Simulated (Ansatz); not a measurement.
CaO (from a published structure): a one-shot G0W0 calculation in Ansatz 0.2.0 (G0W0@PBE with 103 empty bands, a screening cutoff of 140 eV and a 4×4×4 mesh). The geometry is the r2SCAN minimum.

Input (YAML):
```yaml
crystal:
  lattice:
    - [0.0, 2.3975473891, 2.3975473891]
    - [2.3975473891, 0.0, 2.3975473891]
    - [2.3975473891, 2.3975473891, 0.0]
  atoms:
    - { symbol: Ca, position: [0.0, 0.0, 0.0] }
    - { symbol: O, position: [0.5, 0.5, 0.5] }
kpoints:
  mp_grid: { grid: [4, 4, 4] }
hamiltonian:
  xc: pbe
scf:
  occupations: { method: fixed }
gw:
  n_empty_bands: 103
  ecut_chi: 140
  qp_bands: [v2, c2]
  qp_kpoints: band_edges
  screening: { model: godby_needs }
```

Command: `ansatz run input.yaml --threads 4 --pin off --max-ram 5529MiB --backend cpu --events-out ev --progress --plain --runs-dir out`.

Q: It took 1.9 s on 4 threads of AMD EPYC 7R43 64-Core Processor (Zen 3), on a shared host, load about 1.4 per core. What peak of host memory did it reach?

A: About 0.38 GiB.

Q: What will the output look like, and what does it show?

A: Abridged output:
```
Functional definition: PBE
Crystal: 2 atoms, lattice volume = 27.563 Å³
Basis set: ecut = 420 eV, 537 PW (Γ)
Bands: 12, of which v1, the nominal top of the filled ones, is band 8 counted from 1 (7 counted from 0)
Symmetry: 48 space group operations
Space group: Fm-3m (ITA 225)
k-points: 8 of 64
SCF converged after 7 iterations
Free energy (F): -2387.713802 eV
Fermi energy:    7.779322 eV
--- Per-component energies (eV) ---
  E_band       = -99.442193
  E_kinetic    = 456.503675
  E_local      = -887.952777
  E_nonlocal   = 111.525538
  E_hartree    = 294.537315
  E_xc         = -213.392986
  E_vxc        = -268.491110
  E_paw        = -1016.343645
  E_vpaw       = -100.100422
  E_ewald      = -1132.593347
--- G₀W₀: ω_p = 28.2912 eV, 64 q-points, 103 empty bands' worth ---
    ik  band        ε_KS         Σx   Σc(E_QP)       V_xc       Z   E_QP_lin       E_QP  E_QP is
     0     7      7.7793   -25.5711     4.4386   -20.2152  0.7816     6.8550     6.8621  root
     0     8      7.7793   -25.5711     4.4386   -20.2152  0.7816     6.8550     6.8621  root
     0     9     12.5641    -7.5090    -4.0554   -12.1844  0.8453    13.1858    13.1841  root
     0    10     14.0272    -7.5458    -5.1123   -14.6049  0.8393    15.9839    15.9740  root
     3     7      7.4814   -25.1414     4.4118   -19.7547  0.7820     6.4978     6.5064  root
     3     8      7.4814   -25.1414     4.4118   -19.7547  0.7820     6.4978     6.5064  root
     3     9     12.4939    -6.5321    -4.6909   -12.6724  0.8432    13.9518    13.9433  root
     3    10     14.4548    -8.1571    -4.4892   -13.7678  0.8372    15.5825    15.5763  root
     6     7      7.4073   -25.3135     4.4719   -19.8330  0.7820     6.3893     6.3986  root
     6     8      7.4073   -25.3135     4.4719   -19.8330  0.7820     6.3893     6.3986  root
     6     9     11.4258    -6.1890    -4.4387   -11.8539  0.8459    12.6584    12.6520  root
     6    10     15.8759    -9.8842    -5.2792   -17.4133  0.8304    18.1418    18.1258  root
     7     7      6.7232   -24.0865     4.3483   -18.6001  0.7830     5.5737     5.5852  root
     7     8      6.7232   -24.0865     4.3483   -18.6001  0.7830     5.5737     5.5852  root
     7     9     14.1174    -8.3539    -4.7881   -14.8697  0.8331    15.8540    15.8451  root
     7    10     14.1174    -8.3539    -4.7881   -14.8697  0.8331    15.8540    15.8451  root
```
Iteration counts and the last digits belong to this one run.

The points are ik 0 = (0, 0, 0) (Γ), ik 3 = (0, 1/4, 1/4), ik 6 = (0, -1/2, -1/2), ik 7 = (1/4, -1/2, -1/4); band 8 is the last filled one.

The quasiparticle gap on this mesh is 5.79 eV (Γ to k = (0, -1/2, -1/2)), against 3.65 eV from PBE: +2.14 eV. Renormalisation factors Z lie between 0.78 and 0.85. The G0W0 figures hold for the stated bands, cutoff and mesh and aren't extrapolated.

Computed at 0 K without zero-point motion; spin polarisation is off.
